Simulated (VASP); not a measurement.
# Re (P6_3/mmc) in VASP: further runs

The runs below take Re through single point, with PBEsol.

All numbers are computed with VASP 6.6.1; they aren't measurements. Logs are shortened: lines on timing, memory, paths and dates and some standing lists are left out, and cuts for length are marked.

**1. Starting point**

It takes space group P6_3/mmc (No. 194, hexagonal). Conventional cell: a = 2.751 Å, b = 2.751 Å, c = 4.443 Å, α = 90.00°, β = 90.00°, γ = 120.00°. Re (site symmetry -6m2) is surrounded by 12 Re at 2.73 to 2.75 Å.

**2. Single point, PBEsol**

File INCAR:

```
PREC     = Accurate       # precision mode
ENCUT    = 700            # plane-wave cutoff, eV
EDIFF    = 1E-6           # SCF threshold, eV
ISMEAR   = 0              # smearing method
SIGMA    = 0.1            # smearing width, eV
LREAL    = False          # projectors in reciprocal space
LASPH    = True           # aspherical terms in the spheres
NELM     = 100            # most SCF steps
ALGO     = Normal         # electronic algorithm
ISIF     = 2              # what is computed and relaxed
LWAVE    = False          # write WAVECAR
LCHARG   = False          # write CHGCAR
GGA      = PS             # functional
```

File KPOINTS:

```
regular mesh
0
Gamma
  18 18 10
```

File POSCAR:

```
Re
1.0
    2.7508900000      0.0000000000      0.0000000000
   -1.3754500000      2.3823400000      0.0000000000
    0.0000000000      0.0000000000      4.4430100000
Re
2
Direct
    0.3333300000      0.6666700000      0.2500000000
    0.6666700000      0.3333300000      0.7500000000
```

Potentials or basis: VASP PAW PBE potentials, release 64 (Re).

Launch:

```
$ cat potpaw_PBE.64/Re/POTCAR > POTCAR
$ mpirun -np 1 vasp_std > vasp.out
```

OUTCAR:

```text
PREC = Accurate
   ENCUT = 700
   EDIFF = 1E-6
   ISMEAR = 0
   LREAL = False
   LASPH = True
   NELM = 100
   ISIF = 2
   GGA = PS

 ion  position               nearest neighbor table
   1  0.333  0.667  0.250-   2 2.73   2 2.73   2 2.73   2 2.73   2 2.73   2 2.73
   2  0.667  0.333  0.750-   1 2.73   1 2.73   1 2.73   1 2.73   1 2.73   1 2.73

  LATTYP: Found a hexagonal cell.
 ALAT       =     2.7508900000
 C/A-ratio  =     1.6151172893

  Lattice vectors:

 A1 = (   2.7508900000,   0.0000000000,   0.0000000000)
 A2 = (  -1.3754500000,   2.3823400000,   0.0000000000)
 A3 = (   0.0000000000,   0.0000000000,   4.4430100000)

Analysis of symmetry for initial positions (statically):
=====================================================================
 Subroutine PRICEL returns:
 Original cell was already a primitive cell.

 Routine SETGRP: Setting up the symmetry group for a
 hexagonal supercell.

 Subroutine GETGRP returns: Found  8 space group operations
 (whereof  4 operations were pure point group operations)
 out of a pool of 24 trial point group operations.

The static configuration has the point symmetry C_2h.
 The point group associated with its full space group is D_2h.

Analysis of symmetry for dynamics (positions and initial velocities):
=====================================================================
 Subroutine PRICEL returns:
 Original cell was already a primitive cell.

 Routine SETGRP: Setting up the symmetry group for a
 hexagonal supercell.

 Subroutine GETGRP returns: Found  8 space group operations
 (whereof  4 operations were pure point group operations)
 out of a pool of 24 trial point group operations.

The dynamic configuration has the point symmetry C_2h.
 The point group associated with its full space group is D_2h.

 Subroutine INISYM returns: Found  8 space group operations
 (whereof  4 operations are pure point group operations),
 and found     1 'primitive' translations

----------------------------------------------------------------------------------------

                                     Primitive cell

  volume of cell :      29.1175

  direct lattice vectors                    reciprocal lattice vectors
     2.750890000  0.000000000  0.000000000     0.363518716  0.209878446  0.000000000
    -1.375450000  2.382340000  0.000000000     0.000000000  0.419755367  0.000000000
     0.000000000  0.000000000  4.443010000     0.000000000  0.000000000  0.225072642

  length of vectors
[... 91 lines left out ...]
   TEBEG  =    0.0;   TEEND  =   0.0 temperature during run
   PSTRESS=    0.0 pullay stress
   NELECT =      14.0000    total number of electrons
   NUPDOWN=      -1.0000    fix difference up-down
   EMIN   =  10.00;   EMAX   =-10.00  energy-range for DOS
   EFERMI =   0.00;   METHOD = LEGACY
   ISMEAR =     0;   SIGMA  =   0.10  broadening in eV -4-tet -1-fermi 0-gaus
   EFERMI_NEDOS =   21; number of points for ismear=-14 and -15
   IALGO  =     38    algorithm
   IMIX   =      4    mixing-type and parameters
     AMIX     =   0.40;   BMIX     =  1.00
     AMIX_MAG =   1.60;   BMIX_MAG =  1.00
  volume/ion in A,a.u.               =      14.56        98.25
  Fermi-wavevector in a.u.,A,eV,Ry     =   1.282526  2.423622 22.379846  1.644872
  Thomas-Fermi vector in A             =   2.414832
   LORBIT       =      0    0 simple, 1 ext, 2 COOP (PROOUT), +10 PAW based schemes
   GGA     = PS    functional components
   LHFCALC =     F    Hartree Fock is set to
   AEXX    =    0.0000 exact exchange contribution
   IVDW    =     0    specifies the selected vdW correction
   LEPSILON=     F    determine dielectric tensor
   LRPA    =     F    only Hartree local field effects (RPA)
 non-spin polarized calculation
 Gauss-broadening in eV      SIGMA  =   0.10
  energy-cutoff  :      700.00
  volume of cell :       29.12
 maximum number of plane-waves:      1248
   NGX = 11   NGY = 11   NGZ = 19

 number of electron      14.0000000 magnetization

 Free energy of the ion-electron system (eV)
  ---------------------------------------------------
  ext. energy  EPLUGINS =         0.00000000
  ---------------------------------------------------
  free energy    TOTEN  =       -26.74234149 eV

  energy without entropy =      -26.73419256  energy(sigma->0) =      -26.73826703

 E-fermi :   7.8318     XC(G=0): -13.8775

 val. band max:        7.8302328060   @ k =   0.3889  -0.0000   0.5000
 cond. band min:       7.8365292148   @ k =   0.2778   0.0000   0.5000
 fundamental gap:      0.0062964088
 Fermi energy:         7.8318069993

 k-point     1 :       0.0000    0.0000    0.0000
  band No.  band energies     occupation
      1      -2.1227      2.00000
      2       1.1284      2.00000
      3       6.2353      2.00000
      4       6.2353      2.00000
      5       6.2361      2.00000
      6       7.0889      2.00000
      7       7.0891      2.00000
      8       8.0368      0.00375
      9       8.0370      0.00371
     10       8.4826      0.00000
     11      11.2684      0.00000
[... 309 lines left out ...]
 k-point    24 :      -0.1667    0.1111    0.0000
  band No.  band energies     occupation
      1      -1.2595      2.00000
      2       1.9041      2.00000
      3       5.1148      2.00000
      4       6.2234      2.00000
      5       6.5210      2.00000
      6       7.0706      2.00000
      7       7.1631      2.00000
      8       7.2290      2.00000
      9       7.9066      0.28990
     10       7.9215      0.20486
     11      11.6103      0.00000

 [... further k-points ...]

------------------------ aborting loop because EDIFF is reached ----------------------------------------

  FORCE on cell =-STRESS in cart. coord.  units (eV):
  Direction    XX          YY          ZZ          XY          YZ          ZX
  --------------------------------------------------------------------------------------
  -------------------------------------------------------------------------------------
  Total        0.0072215      0.0073585      0.0049522      0.0001186      0.0000000      0.0000000
  in kB        0.3973611      0.4048961      0.2724927      0.0065248      0.0000000      0.0000000
  external PRESSURE =       0.3582500 kB  Pullay stress =       0.0000000 kB

 VOLUME and BASIS-vectors are now :
 -----------------------------------------------------------------------------
  energy-cutoff  :      700.00
  volume of cell :       29.12
      direct lattice vectors                 reciprocal lattice vectors
     2.750890000  0.000000000  0.000000000     0.363518716  0.209878446  0.000000000
    -1.375450000  2.382340000  0.000000000     0.000000000  0.419755367  0.000000000
     0.000000000  0.000000000  4.443010000     0.000000000  0.000000000  0.225072642

 POSITION                                       TOTAL-FORCE (eV/Angst)
 -----------------------------------------------------------------------------------
     -0.00002      1.58823      1.11075         0.000127     -0.000073      0.000000
      1.37546      0.79411      3.33226        -0.000127      0.000073     -0.000000
 -----------------------------------------------------------------------------------
    total drift:                                0.000000      0.000000      0.000000

  FREE ENERGIE OF THE ION-ELECTRON SYSTEM (eV)
  ---------------------------------------------------
  free  energy   TOTEN  =       -26.7423414921 eV

  energy  without entropy=      -26.7341925592  energy(sigma->0) =      -26.73826703
```

It took 2.8 min on 1 thread of Intel Xeon Platinum 8488C (Sapphire Rapids), shared host; peak memory 0.38 GiB.

What came out:

* Free energy: -26.7423 eV
* Pressure: 0.0 GPa
* Band gap on the k mesh: none (metal or under the smearing width)

Levels at points of the mesh, in eV from the Fermi level:
| k point | band 5 | band 6 | band 7 | band 8 | band 9 | band 10 |
| --- | --- | --- | --- | --- | --- | --- |
| (0.00, 0.00, 0.00) | -1.60 | -0.74 | -0.74 | 0.20 | 0.21 | 0.65 |
| (0.50, 0.00, 0.00) | -1.73 | -1.38 | -0.59 | 4.06 | 4.47 | 4.61 |
| (0.50, 0.50, 0.00) | -1.73 | -1.38 | -0.59 | 4.06 | 4.47 | 4.60 |
| (0.00, 0.00, 0.50) | -1.73 | -1.73 | -1.73 | -1.73 | 2.61 | 2.61 |
| (0.50, 0.00, 0.50) | 0.41 | 0.41 | 0.96 | 0.96 | 4.38 | 4.41 |
| (0.50, 0.50, 0.50) | 0.41 | 0.41 | 0.96 | 0.96 | 4.38 | 4.56 |

Caveat: the PAW data sets were made with another functional, which shifts forces and pressure a little. The run has no spin-orbit coupling, so splittings on Re are missing.

**3. Single point, PBEsol**

Changes to INCAR since step 2:

```diff
@@ -1,3 +1,3 @@
 PREC     = Accurate       # precision mode
-ENCUT    = 700            # plane-wave cutoff, eV
+ENCUT    = 520            # plane-wave cutoff, eV
 EDIFF    = 1E-6           # SCF threshold, eV
```

File KPOINTS:

```
regular mesh
0
Gamma
  27 27 14
```

POSCAR is that of step 2.

Potentials or basis: VASP PAW PBE potentials, release 64 (Re).

Launch:

```
$ cat potpaw_PBE.64/Re/POTCAR > POTCAR
$ mpirun -np 1 vasp_std > vasp.out
```

It took 5.6 min on 1 thread of Intel Xeon Platinum 8488C (Sapphire Rapids), shared host; peak memory 0.57 GiB.

Results (log left out):

```yaml
Free_energy: -26.7420 eV
Pressure: -0.1 GPa
Band_gap_on_the_k_mesh: none (metal or under the smearing width)
```

Stress tensor (GPa, compression positive):
```
-0.10  0.00  0.00
 0.00 -0.10  0.00
 0.00  0.00 -0.22
```

Levels at points of the mesh, in eV from the Fermi level:
```csv
k point,band 5,band 6,band 7,band 8,band 9,band 10
"(0.00, 0.00, 0.00)",-1.60,-0.75,-0.75,0.20,0.20,0.65
"(0.00, 0.00, 0.50)",-1.73,-1.73,-1.73,-1.73,2.61,2.61
```

Caveat: the PAW data sets were made with another functional, which shifts forces and pressure a little. The run has no spin-orbit coupling, so splittings on Re are missing.

**4. Single point, PBEsol**

Changes to INCAR since step 3:

```diff
@@ -4,3 +4,3 @@
 ISMEAR   = 0              # smearing method
-SIGMA    = 0.1            # smearing width, eV
+SIGMA    = 0.5            # smearing width, eV
 LREAL    = False          # projectors in reciprocal space
```

File KPOINTS:

```
regular mesh
0
Gamma
  18 18 10
```

POSCAR is that of step 3.

Launch:

```
$ cat potpaw_PBE.64/Re/POTCAR > POTCAR
$ mpirun -np 1 vasp_std > vasp.out
```

Wall time 2.1 min (1 thread of Intel Xeon Platinum 8488C (Sapphire Rapids), shared host); peak memory 0.28 GiB.

It converged, with:

```yaml
Free_energy: -26.8393 eV
Pressure: 0.5 GPa
Band_gap_on_the_k_mesh: none (metal or under the smearing width)
```

Stress tensor (GPa, compression positive):
```
 1.08  0.00  0.00
 0.00  1.08  0.00
 0.00  0.00 -0.51
```

Levels at points of the mesh, in eV from the Fermi level:
```tsv
k point	band 4	band 5	band 6	band 7	band 8	band 9	band 10	band 11
(0.00, 0.00, 0.00)	-1.64	-1.64	-0.79	-0.79	0.17	0.17	0.61	3.40
(0.50, 0.00, 0.00)	-2.00	-1.78	-1.42	-0.64	4.01	4.43	4.56	6.15
(0.50, 0.50, 0.00)	-2.00	-1.77	-1.42	-0.64	4.01	4.43	4.56	6.14
(0.00, 0.00, 0.50)	-2.44	-1.77	-1.77	-1.77	-1.77	2.57	2.57	2.57
(0.50, 0.00, 0.50)	-4.19	0.37	0.37	0.92	0.92	4.33	4.62	4.83
(0.50, 0.50, 0.50)	-4.19	0.37	0.37	0.92	0.92	4.33	4.35	4.83
```

Caveat: the PAW data sets were made with another functional, which shifts forces and pressure a little. The run has no spin-orbit coupling, so splittings on Re are missing.

**5. The runs side by side**

```csv
k mesh,cutoff (eV),smearing,gap on the mesh (eV),pressure (GPa)
18 × 18 × 10,700,gaussian 0.1 eV,none,0.0
27 × 27 × 14,520,gaussian 0.1 eV,none,-0.1
18 × 18 × 10,520,gaussian 0.5 eV,none,0.5
```

Alike in all rows: task single point; level PBEsol; potentials or basis VASP PAW PBE potentials, release 64 (Re); no spin polarisation; cell as given.

Every run on the cell as given and a fine mesh finds a metal.

Caveats: the PAW data sets were made with another functional, which shifts forces and pressure a little.

Absolute energies hang on the potentials; compare differences alone.
